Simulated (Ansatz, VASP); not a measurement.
One calculation of AlN, two programs

The input INCAR:

```
PREC = Accurate ; ENCUT = 600
EDIFF = 1E-6 ; ISMEAR = 0
SIGMA = 0.1 ; LREAL = False
LASPH = True ; NELM = 60
ALGO = Normal ; ISIF = 3
LWAVE = False ; LCHARG = False
GGA = PE ; IBRION = 2
NSW = 90 ; EDIFFG = -0.04
```

Contents of KPOINTS:

```
Automatic mesh
0
Gamma
  6 6 6
```

File POSCAR:

```
AlN
1.0
    0.0000000000      2.1839935800      2.1839935800
    2.1839935800      0.0000000000      2.1839935800
    2.1839935800      2.1839935800      0.0000000000
Al N
1 1
Direct
    0.0000000000      0.0000000000      0.0000000000
    0.2500000000      0.2500000000      0.2500000000
```

Input for Ansatz:

```yaml
crystal:
  lattice:
    - [0.0, 2.18399358, 2.18399358]
    - [2.18399358, 0.0, 2.18399358]
    - [2.18399358, 2.18399358, 0.0]
  atoms:
    - { symbol: Al, position: [0.0, 0.0, 0.0] }
    - { symbol: "N", position: [0.25, 0.25, 0.25] }
basis:
  ecutwfc: 420
kpoints:
  mp_grid: { grid: [6, 6, 6] }
hamiltonian:
  xc: pbe
scf:
  occupations: { method: gaussian, width: 0.1 }
  lower_state_search: "off"
output:
  forces: true
  stress: true
  eigenvalues: true
relax:
  adjacent_minimum: "off"
  f_tol: 0.04
  max_steps: 70
  cell: { stress_tol: 0.4 }
```

Alike in both runs: task relaxation of cell and atoms; functional PBE; k mesh 6 × 6 × 6; occupations gaussian, width 0.1 eV; no spin polarisation.

```csv
,VASP,Ansatz
version,VASP 6.6.1,Ansatz 0.2.0
potentials or method,"VASP PAW PBE potentials, release 64 (Al, N)","scalar-relativistic, plane waves, PAW"
plane-wave cutoff (eV),600,420
valence electrons in the cell,8,8
```

```csv
,VASP,Ansatz,Ansatz less VASP
"gap on the k mesh at the Fermi level, each at its own relaxed structure (eV)",3.30,3.31,+0.006
relaxed volume (Å³/atom),10.65,10.66,+0.009
relaxed cell length with the largest relative difference (Å),3.112,3.112,+0.0009
energy change over the relaxation (meV/atom),-3,-4,-0.6
```

A k mesh can miss the band edges. Expect the measured gap to be larger: semilocal functionals such as PBE lack the derivative discontinuity.
